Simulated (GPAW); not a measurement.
# SrO (Fm-3m) in GPAW: further runs

One crystal, SrO, is run at these levels: PBE+D3, BP86, PBE, rSCAN; tasks: equation of state, band structure.

Everything below comes from runs of GPAW 26.7.0. Logs are shortened: lines on timing, memory, paths and dates and some standing lists are left out, and cuts for length are marked. The log counts tension as positive stress, the text compression.

## 1. The structure

It takes space group Fm-3m (No. 225, cubic). Conventional cell: a = 5.133 Å, b = 5.133 Å, c = 5.133 Å, α = 90.00°, β = 90.00°, γ = 90.00°. Sr (site symmetry m-3m) has 6 O at 2.57 Å as nearest neighbours. O (site symmetry m-3m) is surrounded by 6 Sr at 2.57 Å.

## 2. Equation of state, PBE+D3

run.py reads:

```python
from ase.calculators.mixing import SumCalculator
from ase.eos import EquationOfState
from ase.io import Trajectory
from ase.spacegroup import crystal
from ase.units import GPa
from dftd3.ase import DFTD3
from gpaw import GPAW, PW

# Sr 4b
# O 4a
atoms = crystal(['Sr', 'O'],
                basis=[[0.5, 0.0, 0.0],
                       [0.0, 0.0, 0.0]],
                spacegroup=225, setting=1,  # Fm-3m
                cellpar=[5.1326, 5.1326, 5.1326, 90.0, 90.0, 90.0],
                primitive_cell=True)

traj = Trajectory('eos.traj', 'w')
volumes, energies = [], []
for x in [0.94, 0.96, 0.98, 1.0, 1.02, 1.04, 1.06]:
    a = atoms.copy()
    a.set_cell(atoms.cell * x**(1 / 3), scale_atoms=True)
    calc = GPAW(mode=PW(800),
                xc='PBE',
                kpts={'size': (7, 7, 7), 'gamma': True},
                occupations={'name': 'fermi-dirac', 'width': 0.05},
                nbands=16,
                convergence={'density': 1e-05, 'energy': 1e-05},
                maxiter=150,
                txt=f'eos-{x:.2f}.txt')
    a.calc = SumCalculator([calc, DFTD3(method='pbe', damping='d3zero')])
    energies.append(a.get_potential_energy())
    volumes.append(a.get_volume())
    p = -a.get_stress()[:3].mean() / GPa
    calc.write(f'eos-{x:.2f}.gpw')
    traj.write(a)
    print(f'{x:.2f} {volumes[-1]:10.4f} A^3 {energies[-1]:14.6f} eV {p:9.3f} GPa', flush=True)

v0, e0, B = EquationOfState(volumes, energies, eos='birchmurnaghan').fit()
print(f'V0 = {v0:.4f} A^3, E0 = {e0:.6f} eV, B0 = {B / GPa:.2f} GPa')
```

Potentials or basis: GPAW PAW data sets (gpaw-data 1.2.1), pw.

Command:

```sh
OMP_NUM_THREADS=1 python run.py
```

What it wrote:

```text
__  _  _
 | _ |_)|_||  |
 |__||  | ||/\| - 26.7.0

Input parameters:
  mode=PW(ecut=800.0),
  convergence={'density': 1e-05, 'energy': 1e-05},
  kpts=MonkhorstPack(size=(7, 7, 7), gamma=True),
  maxiter=150,
  nbands=16,
  occupations=Occupations(name='fermi-dirac', width=0.05),
  xc=XC(name='PBE')

Diagonalizing LCAO Hamiltonian
Converting LCAO to pw mode

               Sr

       O

Atoms  # Å, Bohr magnetons
|   | symbol |        x |        y |        z |    initial magnetic moments |
|---|--------|----------|----------|----------|-----------------------------|
| 0 |     Sr | 2.513912 | 2.513912 | 2.513912 | ( 0.0000,  0.0000,  0.0000) |
| 1 |      O | 0.000000 | 0.000000 | 0.000000 | ( 0.0000,  0.0000,  0.0000) |

Unit cell  # Å
| periodic |        x |        y |        z |  lengths |    angles |
|----------|----------|----------|----------|----------|-----------|
|      yes | 0.000000 | 2.513912 | 2.513912 | 3.555208 | 60.000000 |
|      yes | 2.513912 | 0.000000 | 2.513912 | 3.555208 | 60.000000 |
|      yes | 2.513912 | 2.513912 | 0.000000 | 3.555208 | 60.000000 |

Number of symmetries: 48
Symmetry operations  # r_c * U_cc + t_c -> r_c
|    | kind |            matrix            |
|----|------|------------------------------|
|  0 |  σ   |  1, 0, 0,  1, 0,-1,  1,-1, 0 |
|  1 |  C2  |  1, 0, 0,  1,-1, 0,  1, 0,-1 |
|  2 |  E   |  1, 0, 0,  0, 1, 0,  0, 0, 1 |
|  3 |  σ   |  1, 0, 0,  0, 0, 1,  0, 1, 0 |
|  4 |  C4  |  1, 0,-1,  1, 0, 0,  1,-1, 0 |
|  5 |  S6  |  1, 0,-1,  1,-1, 0,  1, 0, 0 |
|  6 |  σ   |  1, 0,-1,  0, 1,-1,  0, 0,-1 |
|  7 |  C3  |  1, 0,-1,  0, 0,-1,  0, 1,-1 |
|  8 |  S6  |  1,-1, 0,  1, 0, 0,  1, 0,-1 |
|  9 |  C4  |  1,-1, 0,  1, 0,-1,  1, 0, 0 |
| 10 |  C3  |  1,-1, 0,  0,-1, 1,  0,-1, 0 |
| 11 |  σ   |  1,-1, 0,  0,-1, 0,  0,-1, 1 |
| 12 |  σ   |  0, 1, 0,  1, 0, 0,  0, 0, 1 |
| 13 |  C4  |  0, 1, 0,  0, 1,-1, -1, 1, 0 |
| 14 |  C3  |  0, 1, 0,  0, 0, 1,  1, 0, 0 |
| 15 |  S6  |  0, 1, 0, -1, 1, 0,  0, 1,-1 |
| 16 |  C2  |  0, 1,-1,  1, 0,-1,  0, 0,-1 |
| 17 |  σ   |  0, 1,-1,  0, 1, 0, -1, 1, 0 |
| 18 |  S4  |  0, 1,-1,  0, 0,-1,  1, 0,-1 |
| 19 |  C4  |  0, 1,-1, -1, 1, 0,  0, 1, 0 |
| 20 |  C3  |  0, 0, 1,  1, 0, 0,  0, 1, 0 |
| 21 |  σ   |  0, 0, 1,  0, 1, 0,  1, 0, 0 |
| 22 |  S6  |  0, 0, 1,  0,-1, 1, -1, 0, 1 |
| 23 |  C4  |  0, 0, 1, -1, 0, 1,  0,-1, 1 |
| 24 |  S4  |  0, 0,-1,  1, 0,-1,  0, 1,-1 |
| 25 |  C3  |  0, 0,-1,  0, 1,-1,  1, 0,-1 |
| 26 |  C2  |  0, 0,-1,  0,-1, 0, -1, 0, 0 |
| 27 |  S6  |  0, 0,-1, -1, 0, 0,  0,-1, 0 |
| 28 |  S4  |  0,-1, 1,  1,-1, 0,  0,-1, 0 |
| 29 |  C4  |  0,-1, 1,  0, 0, 1, -1, 0, 1 |
| 30 |  C2  |  0,-1, 1,  0,-1, 0,  1,-1, 0 |
| 31 |  σ   |  0,-1, 1, -1, 0, 1,  0, 0, 1 |
| 32 |  C3  |  0,-1, 0,  1,-1, 0,  0,-1, 1 |
| 33 |  S6  |  0,-1, 0,  0, 0,-1, -1, 0, 0 |
| 34 |  S4  |  0,-1, 0,  0,-1, 1,  1,-1, 0 |
| 35 |  C2  |  0,-1, 0, -1, 0, 0,  0, 0,-1 |
| 36 |  C2  | -1, 1, 0,  0, 1, 0,  0, 1,-1 |
| 37 |  S6  | -1, 1, 0,  0, 1,-1,  0, 1, 0 |
| 38 |  S4  | -1, 1, 0, -1, 0, 1, -1, 0, 0 |
| 39 |  C3  | -1, 1, 0, -1, 0, 0, -1, 0, 1 |
| 40 |  S6  | -1, 0, 1,  0, 0, 1,  0,-1, 1 |
| 41 |  C2  | -1, 0, 1,  0,-1, 1,  0, 0, 1 |
| 42 |  C3  | -1, 0, 1, -1, 1, 0, -1, 0, 0 |
| 43 |  S4  | -1, 0, 1, -1, 0, 0, -1, 1, 0 |
| 44 |  C2  | -1, 0, 0,  0, 0,-1,  0,-1, 0 |
| 45 |  i   | -1, 0, 0,  0,-1, 0,  0, 0,-1 |
| 46 |  σ   | -1, 0, 0, -1, 1, 0, -1, 0, 1 |
| 47 |  C2  | -1, 0, 0, -1, 0, 1, -1, 1, 0 |

BZ-sampling:
  Number of BZ points: 343
  Number of IBZ points: 20

  Monkhorst-Pack size: [7, 7, 7]
  Monkhorst-Pack shift: [0, 0, 0]

K-points  # in reciprocal-cell coordinates
|     |                                coordinates |     weight |
|-----|--------------------------------------------|------------|
|   0 | (  0.00000000,   0.00000000,   0.00000000) | 0.00291545 |
|   1 | (  0.14285714,   0.14285714,   0.00000000) | 0.01749271 |
|   2 | (  0.14285714,   0.14285714,   0.14285714) | 0.02332362 |
|   3 | (  0.28571429,   0.14285714,   0.14285714) | 0.03498542 |
|   4 | (  0.28571429,   0.28571429,   0.00000000) | 0.01749271 |
|   5 | (  0.28571429,   0.28571429,   0.14285714) | 0.06997085 |
|   6 | (  0.28571429,   0.28571429,   0.28571429) | 0.02332362 |
|   7 | (  0.42857143,  -0.28571429,  -0.28571429) | 0.03498542 |
|   8 | (  0.42857143,   0.28571429,  -0.42857143) | 0.13994169 |
|   9 | (  0.42857143,   0.28571429,  -0.28571429) | 0.06997085 |
| ... |                                            |            |
|  19 | (  0.42857143,   0.42857143,   0.42857143) | 0.02332362 |

Plane wave coefficients: 1647
Cutoff: 800.0 eV

Spin-components: 1 (collinear spins)
Bands:           16
Projectors:      10
Spin-degeneracy: 2
Datatype:        complex128

Parallelization:
  kpt:    1
  domain: 1
  band:   1

Density:
  Valence electrons: 16.0
  Components: 1
  Grid points: [24 24 24]
  Charge: 0.0  # |e|

Potential:
  Grid points: [24 24 24]

species:
  Sr:
    name:    Strontium
    Z:       38.0
    valence: 10
    core:    28
    charge:  0.0  # [|e|]
    compensation charges:
      type: gauss
      rc: 0.40  # [Å]
      lmax: 2
    cutoffs:
      filter: 2.39  # [Å]
      core: 1.85  # [Å]
    projectors
    | kind |    occ | energy [eV] | rcut [Å] |
    |------|--------|-------------|----------|
    |   4s |  2.000 |     -40.883 |    1.291 |
    |   5s |  2.000 |      -3.525 |    1.291 |
    |   4p |  6.000 |     -22.826 |    1.291 |
    |    p |        |       4.386 |    1.291 |
    |    d |        |       0.000 |    1.254 |

    Using partial waves for Sr as LCAO basis

  O:
    name:    Oxygen
    Z:       8.0
    valence: 6
    core:    2
    charge:  0.0  # [|e|]
    compensation charges:
      type: gauss
      rc: 0.21  # [Å]
      lmax: 2
    cutoffs:
      filter: 1.17  # [Å]
      core: 0.83  # [Å]
    projectors
    | kind |    occ | energy [eV] | rcut [Å] |
    |------|--------|-------------|----------|
    |   2s |  2.000 |     -23.961 |    0.688 |
    |   2p |  4.000 |      -9.029 |    0.598 |
    |    s |        |       3.251 |    0.688 |
    |    p |        |      18.182 |    0.598 |
    |    d |        |       0.000 |    0.619 |

    Using partial waves for O as LCAO basis

Reference energy: -88537.622309  # eV

eigensolver:
  PPCG
  Converge bands: occupied
  niter=2

density mixing:
  MSR1-Mixer
  Pratt-step length: 0.05
  Maximum mixing coefficient: 0.75
  Old densities: 10
  SVD Regularization: 0.005
  Good broyden scale: 1.0
  Trust region scale: 1.0
  Backstep threshold: 4.0
  History deletion threshold: 6.0
  Fourier metric: weight=20.0, sigma=0.015

occupation numbers:
  Fermi-Dirac:
    width: 0.0500  # eV

poisson solver:
  ecut: 6400.0  # eV

xc functional:
  name: PBE with 2 nearest neighbor stencil

convergence criteria:
- Maximum integral of absolute [dens]ity change: 1e-05 electrons / valence electron
- Maximum [total energy] change in last 3 cyles: 1e-05 eV / valence electron
- Maximum integral of absolute [eigenst]ate change: 4e-08 eV^2 / valence electron
maximum number of iterations: 150

SCF iterations
|iter     | |      energy | eigst |  dens |
|---------|-|-------------|-------|-------|
|iter:   1| |  -13.786428 | +0.44 |       |
|iter:   2| |  -13.285110 | -2.01 | -0.92 |
|iter:   3| |  -12.189100 | -1.19 | -0.98 |
|iter:   4| |  -12.187233 | -2.79 | -1.45 |
|iter:   5| |  -12.198840 | -3.22 | -1.67 |
|iter:   6| |  -12.198664 | -4.88 | -2.71 |
|iter:   7| |  -12.198720 | -5.57 | -3.11 |
|iter:   8| |  -12.198726c| -6.74 | -3.64 |
|iter:   9| |  -12.198726c| -7.53c| -4.68 |
|iter:  10| |  -12.198726c| -7.85c| -5.09c|

Converged in 10 steps
Energy contributions relative to reference atoms: (reference = -88537.622309)

Energy contributions:
  Kinetic:          22.023365
  Coulomb:         -17.978512
  Zero:             -0.163480
  External:          0.000000
  Xc:              -16.080099
  Entropy:          -0.000000
  Spinorbit:         0.000000
  ----------------------------
  Free energy:     -12.198726
  Extrapolated:    -12.198726

dipole moment: (-14.112428, -14.112428, -14.112428)  # |e|*Ang

Fermi level: 6.706
Eigenvalues  # (at kpt = [0.000, 0.000, 0.000])
| band index |      eig [eV] | occ [0-2] |
|------------|---------------|-----------|
|          0 |       -26.364 |     2.000 |
|          1 |        -9.432 |     2.000 |
|          2 |        -7.946 |     2.000 |
|          3 |        -7.946 |     2.000 |
|          4 |        -7.946 |     2.000 |
|          5 |         5.675 |     2.000 |
|          6 |         5.675 |     2.000 |
|          7 |         5.675 |     2.000 |
|          8 |        10.201 |     0.000 |
|          9 |        12.116 |     0.000 |
|         10 |        12.116 |     0.000 |
|         11 |        12.116 |     0.000 |
|         12 |        14.427 |     0.000 |
|         13 |        14.427 |     0.000 |
|         14 |        18.447 |     0.000 |
|         15 |        29.904 |     0.000 |

Gap: 3.424 eV
Transition (v -> c):
  (s=0, k=0, n=7, [0.00, 0.00, 0.00]) -> (s=0, k=16, n=8, [0.43, 0.43, 0.00])
Direct/indirect transitions are different
Direct gap: 3.464 eV
Transition at: (s=0, k=16, n=7, [0.43, 0.43, 0.00])

Stress tensor  # eV/Ang^3
|         x |         y |         z |
|-----------|-----------|-----------|
| -0.068560 |  0.000000 |  0.000000 |
|  0.000000 | -0.068560 |  0.000000 |
|  0.000000 |  0.000000 | -0.068560 |

# Writing to eos-0.94.gpw (mode='')
```

It took 47 s on 1 thread of AMD EPYC 9R14 (Zen 4), shared host; peak memory 0.24 GiB.

What came out:

```yaml
Equilibrium_volume: 17.21 Å³/atom
Bulk_modulus: 89 GPa
Pressure_derivative_of_the_bulk_modulus: 4.5
```

Energy against volume, from the lowest point:
| volume (Å³/atom) | energy (meV/atom) |
| --- | --- |
| 15.887 | 32.70 |
| 16.225 | 17.45 |
| 16.563 | 7.28 |
| 16.901 | 1.60 |
| 17.239 | 0.00 |
| 17.577 | 2.03 |
| 17.915 | 7.36 |

Zero-point motion and thermal expansion aren't in these numbers.

## 3. Equation of state, BP86

run.py, as its differences from that of step 2:

```diff
@@ -1,2 +1 @@
-from ase.calculators.mixing import SumCalculator
 from ase.eos import EquationOfState
@@ -5,4 +4,5 @@
 from ase.units import GPa
-from dftd3.ase import DFTD3
-from gpaw import GPAW, PW
+from gpaw import GPAW, PW, setup_paths
+
+setup_paths.insert(0, '.')
 
@@ -23,3 +23,3 @@
     calc = GPAW(mode=PW(800),
-                xc='PBE',
+                xc='GGA_X_B88+GGA_C_P86',
                 kpts={'size': (7, 7, 7), 'gamma': True},
@@ -30,4 +30,4 @@
                 txt=f'eos-{x:.2f}.txt')
-    a.calc = SumCalculator([calc, DFTD3(method='pbe', damping='d3zero')])
-    energies.append(a.get_potential_energy())
+    a.calc = calc
+    energies.append(a.get_potential_energy(force_consistent=True))
     volumes.append(a.get_volume())
```

Potentials or basis: PAW data sets generated in the run's folder for this functional, pw.

Command:

```sh
gpaw-setup -f GGA_X_B88+GGA_C_P86 O Sr
OMP_NUM_THREADS=1 python run.py
```

Run time: 48 s. Hardware: 1 thread of AMD EPYC 9R14 (Zen 4), shared host; peak memory 0.22 GiB.

Results (log left out):

| Quantity | Value |
| --- | --- |
| Equilibrium volume | 17.58 Å³/atom |
| Bulk modulus | 85 GPa |
| Pressure derivative of the bulk modulus | 4.7 |

Energy against volume, from the lowest point:
```
volume (Å³/atom)  energy (meV/atom)
          15.887              52.24
          16.225              32.15
          16.563              17.44
          16.901               7.48
          17.239               1.81
          17.577               0.00
          17.915               1.62
```

Zero-point motion and thermal expansion aren't in these numbers.

## 4. Band structure, PBE

run.py reads:

```python
from ase.dft.bandgap import bandgap
from ase.io import read, write
from gpaw import GPAW

atoms = read('SrO.cif')

calc = GPAW(mode='fd',
            h=0.2,
            xc='PBE',
            kpts={'size': (7, 7, 7), 'gamma': True},
            occupations={'name': 'fermi-dirac', 'width': 0.05},
            nbands=16,
            convergence={'density': 1e-05, 'energy': 1e-05},
            maxiter=150,
            txt='gpaw.txt')
atoms.calc = calc
energy = atoms.get_potential_energy()
forces = atoms.get_forces()
calc.write('gs.gpw')
write('result.traj', atoms)
print(f'Energy: {energy:.6f} eV')
print('Forces (eV/A):')
print(forces.round(4))
print('Fermi level:', round(calc.get_fermi_level(), 4), 'eV')
print(f'Gap: {bandgap(calc)[0]:.4f} eV, direct: {bandgap(calc, direct=True)[0]:.4f} eV')

path = atoms.cell.bandpath('GXWKGLUWLK,UX', npoints=80, eps=1e-4)
bs_calc = calc.fixed_density(kpts=path, symmetry='off', nbands=26,
                             convergence={'bands': 'CBM+6.0', 'eigenstates': 1e-6}, txt='bands.txt')
bs = bs_calc.band_structure()
bs.write('bs.json')
print(f'Gap on the path: {bandgap(bs_calc)[0]:.4f} eV')
```

SrO.cif reads:

```cif
data_SrO
_cell_length_a 3.62929627
_cell_length_b 3.62929627
_cell_length_c 3.62929627
_cell_angle_alpha 60.00000000
_cell_angle_beta 60.00000000
_cell_angle_gamma 60.00000000
_space_group_name_H-M_alt 'P1'
_space_group_name_Hall 'P 1'
_space_group_IT_number 1
loop_
_space_group_symop_operation_xyz
'x,y,z'
loop_
_atom_site_label
_atom_site_type_symbol
_atom_site_symmetry_multiplicity
_atom_site_Wyckoff_symbol
_atom_site_fract_x
_atom_site_fract_y
_atom_site_fract_z
_atom_site_occupancy
Sr1 Sr 1 a 0.5000000000 0.5000000000 0.5000000000 1
O1 O 1 a 0.0000000000 0.0000000000 0.0000000000 1
```

Potentials or basis: GPAW PAW data sets (gpaw-data 1.2.1), fd.

Command:

```sh
OMP_NUM_THREADS=1 python run.py
```

gpaw.txt:

```text
__  _  _
 | _ |_)|_||  |
 |__||  | ||/\| - 26.7.0

Input parameters:
  mode=FD(),
  convergence={'density': 1e-05, 'energy': 1e-05},
  h=0.2,
  kpts=MonkhorstPack(size=(7, 7, 7), gamma=True),
  maxiter=150,
  nbands=16,
  occupations=Occupations(name='fermi-dirac', width=0.05),
  xc=XC(name='PBE')

Diagonalizing LCAO Hamiltonian
Converting LCAO to fd mode

                  Sr

       O

Atoms  # Å, Bohr magnetons
|   | symbol |        x |        y |        z |    initial magnetic moments |
|---|--------|----------|----------|----------|-----------------------------|
| 0 |     Sr | 3.629296 | 2.095375 | 1.481654 | ( 0.0000,  0.0000,  0.0000) |
| 1 |      O | 0.000000 | 0.000000 | 0.000000 | ( 0.0000,  0.0000,  0.0000) |

Unit cell  # Å
| periodic |        x |        y |        z |  lengths |    angles |
|----------|----------|----------|----------|----------|-----------|
|      yes | 3.629296 | 0.000000 | 0.000000 | 3.629296 | 60.000000 |
|      yes | 1.814648 | 3.143063 | 0.000000 | 3.629296 | 60.000000 |
|      yes | 1.814648 | 1.047688 | 2.963308 | 3.629296 | 60.000000 |

Number of symmetries: 48
Symmetry operations  # r_c * U_cc + t_c -> r_c
|    | kind |            matrix            |
|----|------|------------------------------|
|  0 |  σ   |  1, 0, 0,  1, 0,-1,  1,-1, 0 |
|  1 |  C2  |  1, 0, 0,  1,-1, 0,  1, 0,-1 |
|  2 |  E   |  1, 0, 0,  0, 1, 0,  0, 0, 1 |
|  3 |  σ   |  1, 0, 0,  0, 0, 1,  0, 1, 0 |
|  4 |  C4  |  1, 0,-1,  1, 0, 0,  1,-1, 0 |
|  5 |  S6  |  1, 0,-1,  1,-1, 0,  1, 0, 0 |
|  6 |  σ   |  1, 0,-1,  0, 1,-1,  0, 0,-1 |
[... 161 lines left out ...]
    FST axes: []

xc functional:
  name: PBE with 2 nearest neighbor stencil
interpolation: tri-quintic # 5. degree polynomial

convergence criteria:
- Maximum integral of absolute [dens]ity change: 1e-05 electrons / valence electron
- Maximum [total energy] change in last 3 cyles: 1e-05 eV / valence electron
- Maximum integral of absolute [eigenst]ate change: 4e-08 eV^2 / valence electron
maximum number of iterations: 150

SCF iterations
|iter     | |      energy | eigst |  dens |
|---------|-|-------------|-------|-------|
|iter:   1| |  -14.272321 | +0.53 |       |
|iter:   2| |  -13.755074 | -0.88 | -0.91 |
|iter:   3| |  -12.590081 | -0.61 | -0.97 |
|iter:   4| |  -12.599306 | -2.26 | -1.44 |
|iter:   5| |  -12.614349 | -2.37 | -1.64 |
|iter:   6| |  -12.614493 | -3.90 | -2.66 |
|iter:   7| |  -12.614565 | -4.75 | -3.08 |
|iter:   8| |  -12.614575c| -5.68 | -3.59 |
|iter:   9| |  -12.614574c| -7.38 | -4.67 |
|iter:  10| |  -12.614574c| -7.70c| -5.02c|

Converged in 10 steps
Energy contributions relative to reference atoms: (reference = -88537.622309)

Energy contributions:
  Kinetic:          18.970980
  Coulomb:         -16.948824
  Zero:              0.607734
  External:          0.000000
  Xc:              -15.244464
  Entropy:          -0.000000
  Spinorbit:         0.000000
  ----------------------------
  Free energy:     -12.614574
  Extrapolated:    -12.614574

dipole moment: (-20.348672, -11.748311, -8.307310)  # |e|*Ang

Fermi level: 6.150
Eigenvalues  # (at kpt = [0.000, 0.000, 0.000])
| band index |      eig [eV] | occ [0-2] |
|------------|---------------|-----------|
|          0 |       -27.107 |     2.000 |
|          1 |        -9.792 |     2.000 |
|          2 |        -8.763 |     2.000 |
|          3 |        -8.763 |     2.000 |
|          4 |        -8.759 |     2.000 |
|          5 |         5.131 |     2.000 |
[... 8 lines left out ...]
|         14 |        17.644 |     0.000 |
|         15 |        28.429 |     0.000 |

Gap: 3.435 eV
Transition (v -> c):
  (s=0, k=0, n=7, [0.00, 0.00, 0.00]) -> (s=0, k=16, n=8, [0.43, 0.43, 0.00])
Direct/indirect transitions are different
Direct gap: 3.532 eV
Transition at: (s=0, k=16, n=7, [0.43, 0.43, 0.00])

Forces  # eV/Ang
|        x |        y |        z |
|----------|----------|----------|
| -0.00000 | -0.00000 | -0.00000 |  # Sr   0
| -0.00000 |  0.00000 |  0.00000 |  # O    1

# Writing to gs.gpw (mode='')
```

stdout:

```text
Energy: -12.614574 eV
Forces (eV/A):
[[-0. -0. -0.]
 [-0.  0.  0.]]
Fermi level: 6.1498 eV
Gap: 3.4349 eV, direct: 3.5323 eV
Gap on the path: 3.3407 eV
```

It took 57 s on 1 thread of AMD EPYC 9R14 (Zen 4), shared host; peak memory 0.4 GiB.

What came out:

```
Free energy             : -12.6146 eV
Band gap on the k mesh  : 3.43 eV, indirect (least direct gap 3.53 eV)
Band gap along the path : 3.34 eV, indirect (least direct gap 3.43 eV)
```

Levels at the corners of the path, in eV from the valence-band top:
| point | band 6 | band 7 | band 8 | band 9 | band 10 | band 11 |
| --- | --- | --- | --- | --- | --- | --- |
| Γ | -0.03 | -0.03 | 0.00 | 4.06 | 6.28 | 6.28 |
| X | -0.42 | -0.11 | -0.08 | 3.34 | 7.91 | 10.27 |
| W | -1.12 | -0.44 | -0.42 | 6.06 | 6.06 | 8.72 |
| K | -0.94 | -0.58 | -0.46 | 4.83 | 7.94 | 8.84 |
| Γ | -0.03 | -0.03 | 0.00 | 4.06 | 6.28 | 6.28 |
| L | -2.14 | -1.12 | -1.12 | 6.62 | 8.44 | 8.92 |
| U | -0.94 | -0.58 | -0.46 | 4.83 | 7.94 | 8.84 |
| W | -1.12 | -0.44 | -0.42 | 6.06 | 6.06 | 8.72 |
| L | -2.14 | -1.12 | -1.12 | 6.62 | 8.44 | 8.92 |
| K | -0.94 | -0.58 | -0.46 | 4.83 | 7.94 | 8.84 |
| U | -0.94 | -0.58 | -0.46 | 4.83 | 7.94 | 8.84 |
| X | -0.42 | -0.11 | -0.08 | 3.34 | 7.91 | 10.27 |

Caveat: the real-space grid adds noise to forces; the mesh misses the band edges, which the band path finds closer together. PBE gaps usually lie below the measured ones, often by a third to a half.

(Continued in part 2 of 2.)
